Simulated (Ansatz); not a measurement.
**Carrier properties of ZnTe (F-43m)**

Given:

```xyz
2
Lattice="0.0000 2.9964 2.9964 2.9964 0.0000 2.9964 2.9964 2.9964 0.0000" Properties=species:S:1:pos:R:3 pbc="T T T"
Zn     2.9964     2.9964     2.9964
Te     1.4982     1.4982     1.4982
```

Calculation: PBEsol with spin-orbit coupling, rigid bands (plane waves, PAW; Ansatz, a first-principles code). Condition of this run: hydrostatic pressure 2 GPa (the target of the relaxation). Cell: cell and atoms relaxed with PBEsol, then loaded as said.

The band gap comes out as 1.13 eV, the electron conductivity mass (300 K, dilute) comes out as 0.095 mₑ and the hole conductivity mass (300 K, dilute) is 0.43 mₑ. The effective density of states N_c (300 K) is 6.9e17 cm⁻³ and the effective density of states N_v (300 K) comes out as 1.4e19 cm⁻³. The density-of-states mass, electrons comes out as 0.091 mₑ and the density-of-states mass, holes is 0.69 mₑ. The Seebeck coefficient, n-type 1e19 cm⁻³, 300 K is -62 μV/K. The Seebeck coefficient, p-type 1e19 cm⁻³, 300 K is 247 μV/K and the best p-type power factor at 300 K for τ = 10 fs (best axis; densities from 1e16 to 1e21 cm⁻³ tried, whether or not they can be reached) is 5.1 μW/(cm·K²) at 3e19 cm⁻³.

Rigid bands; masses and Seebeck coefficients take one relaxation time τ for all states and one kind of carrier; polarons and phonon drag are left out.
